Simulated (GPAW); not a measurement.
## Magnetic state of linear Co chain, spacing 2.185 A from several starts

Aim: find out whether linear Co chain, spacing 2.185 A carries moments, and which collinear order costs least.

Main program and level: GPAW 26.7.0; LDA; plane waves with GPAW's PAW setups, scalar-relativistic.

Report form: the programs' logs are mostly left out.

## (1) Set-up

The cell holds 1 atom: 1 Co. Its edges and angles: a = 12.000 Å, b = 12.000 Å, c = 2.185 Å, α = 90.0°, β = 90.0°, γ = 90.0°. model lattice. Vacuum lies along a and b. The structure's axis is c.

## (2) Start 1: ferro +

Parallel moments need no larger cell; this start tests for a ferromagnetic state only.

File order1.py:

```python
import json
import numpy as np
from ase import Atoms
from ase.parallel import paropen, parprint
from gpaw import GPAW

atoms = Atoms(['Co'],
    cell=[[12.0, 0.0, 0.0],
         [0.0, 12.0, 0.0],
         [0.0, 0.0, 2.185]],
    scaled_positions=[[0.5, 0.5, 0.0]],
    pbc=True,
    magmoms=[2.0])
atoms.calc = GPAW(mode={'name': 'pw', 'ecut': 550},
    xc='LDA',
    kpts={'size': (1, 1, 12), 'gamma': True},
    occupations={'name': 'fermi-dirac', 'width': 0.05},
    convergence={'density': 1e-05, 'energy': 1e-05},
    maxiter=200,
    mixer={'name': 'pulay', 'beta': 0.05, 'nmaxold': 3, 'weight': 100},
    eigensolver='rmm-diis',
    symmetry={'tolerance': 1e-4},
    txt='order1.txt')
e = atoms.get_potential_energy(force_consistent=True)
res = {'free_energy': e, 'energy_sigma0': atoms.get_potential_energy(), 'fermi_energy': atoms.calc.get_fermi_level()}
res['moments'] = atoms.get_magnetic_moments().tolist()
res['total'] = atoms.get_magnetic_moment()
parprint('site moments (muB):', np.round(res['moments'], 3))
parprint(f"total moment: {res['total']:.3f} muB")
parprint(f'free energy: {e:.6f} eV')
atoms.calc.write('order1.gpw')
with paropen('results.json', 'w') as f:
    json.dump(res, f)
```

On the command line:

```console
$ OMP_NUM_THREADS=1 python3 order1.py > order1.log
```

The job ended after 25 s (1 MPI rank of AMD EPYC 7B13 (Zen 3), shared host; peak memory 0.22 GiB).

Numbers from this step:

```yaml
magnetization: 2.167 μB
final_state: ferromagnetic
largest_moment: 2.049 μB
```

After 40 cycles the largest moment stands at 2.05 μB.

## (3) Run 2 (antiferro q=(0,0,1/2) +-)

An opposed order shows whether the pairs that it reverses prefer unlike signs.

This order needs a doubled cell of 2 atoms. Its mesh is chosen so that both cells sample the same points.

order2.py is the script of step 2 with these lines changed:

```diff
@@ -6,12 +6,13 @@
 
-atoms = Atoms(['Co'],
+atoms = Atoms(['Co', 'Co'],
     cell=[[12.0, 0.0, 0.0],
          [0.0, 12.0, 0.0],
-         [0.0, 0.0, 2.185]],
-    scaled_positions=[[0.5, 0.5, 0.0]],
+         [0.0, 0.0, 4.37]],
+    scaled_positions=[[0.5, 0.5, 0.0],
+         [0.5, 0.5, 0.5]],
     pbc=True,
-    magmoms=[2.0])
+    magmoms=[2.0, -2.0])
 atoms.calc = GPAW(mode={'name': 'pw', 'ecut': 550},
     xc='LDA',
-    kpts={'size': (1, 1, 12), 'gamma': True},
+    kpts={'size': (1, 1, 6), 'gamma': True},
     occupations={'name': 'fermi-dirac', 'width': 0.05},
@@ -22,3 +23,3 @@
     symmetry={'tolerance': 1e-4},
-    txt='order1.txt')
+    txt='order2.txt')
 e = atoms.get_potential_energy(force_consistent=True)
@@ -30,3 +31,3 @@
 parprint(f'free energy: {e:.6f} eV')
-atoms.calc.write('order1.gpw')
+atoms.calc.write('order2.gpw')
 with paropen('results.json', 'w') as f:
```

On the command line:

```console
$ OMP_NUM_THREADS=1 python3 order2.py > order2.log
```

Run time: 3.9 min. Hardware: 1 MPI rank; peak memory 0.34 GiB.

The run stopped without converging, so none of its numbers is a property of the system.

A smaller mixing step or another start is the usual next try.

## (4) Run 3 (no spin polarisation)

A run without seeds gives the energy of the state without moments.

File nospin.py:

```python
import json
import numpy as np
from ase import Atoms
from ase.parallel import paropen, parprint
from gpaw import GPAW

atoms = Atoms(['Co'],
    cell=[[12.0, 0.0, 0.0],
         [0.0, 12.0, 0.0],
         [0.0, 0.0, 2.185]],
    scaled_positions=[[0.5, 0.5, 0.0]],
    pbc=True)
atoms.calc = GPAW(mode={'name': 'pw', 'ecut': 550},
    xc='LDA',
    kpts={'size': (1, 1, 12), 'gamma': True},
    occupations={'name': 'fermi-dirac', 'width': 0.05},
    convergence={'density': 1e-05, 'energy': 1e-05},
    maxiter=200,
    mixer={'name': 'pulay', 'beta': 0.05, 'nmaxold': 3, 'weight': 100},
    eigensolver='rmm-diis',
    symmetry={'tolerance': 1e-4},
    txt='nospin.txt')
e = atoms.get_potential_energy(force_consistent=True)
res = {'free_energy': e, 'energy_sigma0': atoms.get_potential_energy(), 'fermi_energy': atoms.calc.get_fermi_level()}
parprint(f'free energy: {e:.6f} eV')
atoms.calc.write('nospin.gpw')
with paropen('results.json', 'w') as f:
    json.dump(res, f)
```

On the command line:

```console
$ OMP_NUM_THREADS=1 python3 nospin.py > nospin.log
```

Run time: 15 s. Hardware: 1 MPI rank; peak memory 0.19 GiB.

Numbers from this step:

```yaml
final_state: non-magnetic (no spin polarisation)
```

It lies 486 meV a seeded atom over the first start.

## (5) An attempt with other settings

A slip in the input shows what the program catches and what it lets pass.

File run.py:

```python
import json
import numpy as np
from ase import Atoms
from ase.parallel import paropen, parprint
from gpaw import GPAW

atoms = Atoms(['Co'],
    cell=[[12.0, 0.0, 0.0],
         [0.0, 12.0, 0.0],
         [0.0, 0.0, 2.185]],
    scaled_positions=[[0.5, 0.5, 0.0]],
    pbc=True,
    magmoms=[2.0])
atoms.calc = GPAW(mode={'name': 'pw', 'ecut': 550},
    xc='LDA',
    kpts={'size': (1, 1, 12), 'gamma': True},
    occupations={'name': 'fermi-dirac', 'width': 0.05},
    convergence={'density': 1e-05, 'energy': 1e-05},
    maxiter=75,
    mixer={'name': 'pulay', 'beta': 0.002, 'nmaxold': 1, 'weight': 100},
    eigensolver='rmm-diis',
    symmetry={'tolerance': 1e-4},
    txt='run.txt')
e = atoms.get_potential_energy(force_consistent=True)
res = {'free_energy': e, 'energy_sigma0': atoms.get_potential_energy(), 'fermi_energy': atoms.calc.get_fermi_level()}
res['moments'] = atoms.get_magnetic_moments().tolist()
res['total'] = atoms.get_magnetic_moment()
parprint('site moments (muB):', np.round(res['moments'], 3))
parprint(f"total moment: {res['total']:.3f} muB")
parprint(f'free energy: {e:.6f} eV')
atoms.calc.write('run.gpw')
with paropen('results.json', 'w') as f:
    json.dump(res, f)
```

On the command line:

```console
$ OMP_NUM_THREADS=1 python3 run.py > run.log
```

It took 44 s on 1 MPI rank; peak memory 0.22 GiB.

The run stopped without converging, so none of its numbers is a property of the system.

The fault put into the input: mixing far too weak.

Each cycle moves so little that the limit comes first; a larger step or a mixer with history is the cure.

## (6) The states side by side

These are free energies at a smearing of 0.05 eV, so its entropy term is in the differences. They are divided by the number of seeded atoms, so that cells of unlike size compare. Wavevectors q in the names are fractions of the reciprocal vectors of the first run's cell.

Orders:

```
               start    final state  typed order kept  energy over the lowest (meV a seeded atom)  largest site moment (μB)  net moment (μB a primitive cell)  mesh matched  CPU time (s)
             ferro +  ferromagnetic               yes                                           0                     2.049                             2.167           yes         25.18
no spin polarisation   non-magnetic                 -                                       486.4                         0                                 0           yes         14.75
```

## (7) What came out

| Quantity | Value |
| --- | --- |
| lower run | with moments |
| largest site moment | 2.05 μB |
| next state | non-magnetic, 486 meV a seeded atom higher |
| energy gained by spin polarisation | 486 meV a seeded atom |

What this shows: No opposed order could be compared. The parallel start holds moments up to 2.05 μB. 1 start gave no converged result and is missing from the ranking; where cut off, the energy had nearly settled, +440.1 meV a seeded atom from the lowest. No antiferromagnetic order was obtained, so the session says nothing on how the moments order.

[Logs and program files are shortened in this print: banners, set-up blocks, solver, clock and traceback lines can be left out without a mark of their own.]

[Logs are printed without paths, hosts, clocks, repeated set-up lines and the standing remarks that a program may print on its own settings, such as how far it seeks lower states.]

[Hosts, paths, dates, database ids (printed as entryN), source tags and the programs' standing remarks are cut or masked in the printed files.]

[Where a cell is said to come from a database of computed structures, the database is the Materials Project.]
